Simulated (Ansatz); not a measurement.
# SnS: the cost of one run

Program: the Python package of Ansatz 0.2.0. Level of theory: DFT PBE, plane waves, PAW. These are calculated values, not measurements.

**1. Starting point**

The structure is orthorhombic, space group Pnma (No. 62). The conventional cell has a = 11.200 Å, b = 3.987 Å, c = 4.334 Å, α = 90.00°, β = 90.00°, γ = 90.00°. Sn (site symmetry m) is surrounded by 3 S at 2.63 to 2.67 Å. S (site symmetry m) is surrounded by 3 Sn at 2.63 to 2.67 Å.

No structure file is read: the coordinates are typed or built in the script.

**2. The script**

sns_bands.py

```python
"""Band structure of SnS."""

import sys

import ansatz
import matplotlib.pyplot as plt
import numpy as np
from pymatgen.core import Structure
from scipy.ndimage import map_coordinates

xtal = (
    ansatz.Lattice.of([11.2, 0.0, 0.0], [0.0, 3.987, 0.0], [0.0, 0.0, 4.334])
    .atom("Sn", [0.1194, 0.25, 0.1198])
    .atom("Sn", [0.3806, 0.75, 0.6198])
    .atom("Sn", [0.6194, 0.25, 0.3802])
    .atom("Sn", [0.8806, 0.75, 0.8802])
    .atom("S", [0.8508, 0.25, 0.4793])
    .atom("S", [0.6492, 0.75, 0.9793])
    .atom("S", [0.3508, 0.25, 0.0207])
    .atom("S", [0.1492, 0.75, 0.5207])
)

# high-symmetry points in fractions of the reciprocal vectors
path = [
    ("G", (0.0, 0.0, 0.0)),
    ("X", (0.5, 0.0, 0.0)),
    ("S", (0.5, 0.5, 0.0)),
    ("Y", (0.0, 0.5, 0.0)),
    ("G", (0.0, 0.0, 0.0)),
    ("Z", (0.0, 0.0, 0.5)),
    ("U", (0.5, 0.0, 0.5)),
    ("R", (0.5, 0.5, 0.5)),
]
base = (
    xtal.calculation()
    .functional("pbe")
    .basis(35 * ansatz.Ry)
    .kpoints(density=2.9)
    .occupations(ansatz.OccupationsMethod.FIXED)
    .scf(tolerance=1e-08)
    .band_structure([point for _, point in path], intervals=10)
    .scf(extra_bands=10)
    .forces()
    .density()
)
try:
    outcome = base.run(threads=1)
except ansatz.NonConvergedError as error:
    sys.exit(f"no convergence: {error}")
except ansatz.RefusalError as error:
    sys.exit(f"input refused: {error}")
report = outcome.report

print("%-22s %14.5f eV" % ("F = E - TS", report["free_energy_ev"]))
print("%-22s %14.5f eV" % ("E", report["internal_energy_ev"]))
print("%-22s %14.5f eV" % ("Harris-Foulkes", report["harris_foulkes_ev"]))
print("%-22s %14.5f eV" % ("Fermi level", report["fermi_energy_ev"]))

if outcome.unlabelled_reasons:
    print("not a label:", outcome.unlabelled_reasons)
else:
    print(outcome.training_frame().splitlines()[0], "atoms in the frame")

final = Structure(outcome.lattice.cell_ang, [s.symbol for s in outcome.lattice.sites], [s.position_frac for s in outcome.lattice.sites])
# the grid holds the pseudo-density, which differs from the true one inside the cores
rho = outcome.density()
total = sum(channel.density_e_per_ang3 for channel in rho.channels[:2])
grid_cell = np.asarray(rho.fft_grid_basis) @ outcome.lattice.cell_ang
partner = min(final.get_neighbors(final[0], 5.0), key=lambda n: n.nn_distance)
line = np.linspace(final[0].coords, partner.coords, 13)
points = (line @ np.linalg.inv(grid_cell)) * rho.dims
values = map_coordinates(total, points.T, order=3, mode="grid-wrap")
print(f"from {final[0].specie} to {partner.specie}, {partner.nn_distance:.3f} A")
for t, value in zip(np.linspace(0, partner.nn_distance, 13), values):
    print(f"{t:7.3f} A  {value:9.4f} e/A^3")

bands = outcome.band_structure()
fermi = bands.fermi_energy_ev
print(f"zero of the bands: {fermi:.3f} eV, the Fermi level found on the SCF mesh")
reciprocal = 2 * np.pi * np.linalg.inv(outcome.lattice.cell_ang).T
steps = np.linalg.norm(np.diff(bands.kpoints_frac @ reciprocal, axis=0), axis=1)
distance = np.concatenate([[0], np.cumsum(steps)])
fig, ax = plt.subplots(figsize=(5, 4))
for channel, colour in zip(bands.channels, ("C0", "C3")):
    ax.plot(distance, channel.eigenvalues_ev - fermi, colour, lw=1)
ax.set_xticks(distance[::10], [label for label, _ in path])
ax.set(ylim=(-8, 8), ylabel="E - E_F (eV)", xlim=(0, distance[-1]))
ax.grid(axis="x")
fig.savefig("bands.png", dpi=100)
first = bands.channels[0].eigenvalues_ev - fermi
near = np.argsort(np.abs(first.mean(axis=0)))[:4]
for band in sorted(near):
    print(f"band {band + 1}: {first[:, band].min():.3f} to {first[:, band].max():.3f} eV")
```

**3. The run**

Started as:

```
$ python sns_bands.py
```

**Question.** How long does this script take on 1 thread of Arm Neoverse N1, shared host, and how much memory does it need?

About 52 s, with a peak of 0.76 GiB.
